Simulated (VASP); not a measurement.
# SrCl$_{2}$ in VASP 6.6.1, single-point calculation

INCAR

```
PREC = Accurate
NELM = 73
EDIFF = 1E-7
NSW = 0
LASPH = .TRUE.
GGA = PE
LCHARG = .FALSE.
LREAL = .FALSE.
LWAVE = .FALSE.
NBANDS = 19
ENCUT = 520
IBRION = -1
ISMEAR = 1
ISIF = 2
SIGMA = 3
```

KPOINTS

```
KPOINTS created by Atomic Simulation Environment
0
Gamma
6 6 6
0 0 0
```

POSCAR

```
Sr Cl
 1.0000000000000000
     0.0000000000000000    3.4452523140000002    3.5239509709000001
     3.4452523140000002    0.0000000000000000    3.5239509709000001
     3.4452523140000002    3.4452523140000002    0.0000000000000000
 Sr  Cl
   1   2
Cartesian
  0.0000000000000000  0.0000000000000000  0.0000000000000000
  1.7226261570000001  1.7226261570000001  1.7619754854500000
  5.1678784709999999  5.1678784709999999  5.2859264563500012
```

The recommended PBE PAW datasets give the neutral cell 24 valence electrons.

Command

```
mpirun -np 1 vasp_std
```

Problem. Predict the outcome of this run.

Solution. It converged. Results: gap between bands v and c on the k mesh 5.24 eV; least direct gap on the k mesh 5.31 eV; pressure -0.2 GPa. Band v is the last that the valence electrons fill when counted band by band, and c is the next.

OSZICAR

```
N       E                     dE             d eps       ncg     rms          rms(c)
DAV:   1     0.139207850152E+03    0.13921E+03   -0.11561E+04  1140   0.114E+03
DAV:   2    -0.323446989151E+01   -0.14244E+03   -0.13794E+03  1513   0.220E+02
DAV:   3    -0.118379652990E+02   -0.86035E+01   -0.85590E+01  1497   0.543E+01
DAV:   4    -0.120932112530E+02   -0.25525E+00   -0.25531E+00  1904   0.818E+00
DAV:   5    -0.120964221227E+02   -0.32109E-02   -0.32431E-02  1578   0.805E-01    0.134E+01
DAV:   6    -0.117633134050E+02    0.33311E+00   -0.63486E-01  1345   0.450E+00    0.872E+00
DAV:   7    -0.117561820236E+02    0.71314E-02   -0.55246E-01  1548   0.438E+00    0.221E+00
DAV:   8    -0.117653201204E+02   -0.91381E-02   -0.73959E-02  1328   0.152E+00    0.523E-01
DAV:   9    -0.117662232330E+02   -0.90311E-03   -0.17464E-03  1472   0.278E-01    0.178E-01
DAV:  10    -0.117670118184E+02   -0.78859E-03   -0.36416E-04  1252   0.141E-01    0.347E-02
DAV:  11    -0.117671043211E+02   -0.92503E-04   -0.33185E-05  1513   0.496E-02    0.261E-02
DAV:  12    -0.117671153867E+02   -0.11066E-04   -0.66213E-06  1226   0.265E-02    0.797E-03
DAV:  13    -0.117671149213E+02    0.46549E-06    0.71629E-06  1709   0.516E-03    0.214E-03
DAV:  14    -0.117671141882E+02    0.73306E-06    0.61249E-06  1163   0.236E-03    0.115E-03
DAV:  15    -0.117671136289E+02    0.55930E-06    0.54715E-06   783   0.699E-04    0.246E-04
DAV:  16    -0.117671132207E+02    0.40820E-06    0.44042E-06   689   0.349E-04    0.576E-05
DAV:  17    -0.117671128542E+02    0.36647E-06    0.36294E-06   675   0.134E-04    0.678E-05
DAV:  18    -0.117671125460E+02    0.30819E-06    0.30661E-06   663   0.707E-05    0.126E-04
DAV:  19    -0.117671123206E+02    0.22546E-06    0.22567E-06   660   0.480E-05    0.138E-04
DAV:  20    -0.117671121600E+02    0.16057E-06    0.16008E-06   651   0.355E-05    0.282E-04
DAV:  21    -0.117671120448E+02    0.11515E-06    0.11484E-06   639   0.145E-05    0.317E-04
DAV:  22    -0.117671119675E+02    0.77312E-07    0.77231E-07   642   0.161E-05
   1 F= -.11767112E+02 E0= -.12671077E+02  d E =0.271189E+01
```

Standard output (part)

```
POSCAR found type information on POSCAR SrCl
 POSCAR found :  2 types and       3 ions
 LDA part: xc-table for (Slater+PW92), standard interpolation
 POSCAR, INCAR and KPOINTS ok, starting setup
 WAVECAR not read
 entering main loop
```

These settings aren't sound, so the numbers aren't properties of the crystal.

The fault: smearing far too wide.

On sound settings PBE gives a gap of 5.33 eV on its mesh and a pressure of 1.7 GPa for the intended cell. This run's energy (σ→0) differs from it by 32 meV an atom.
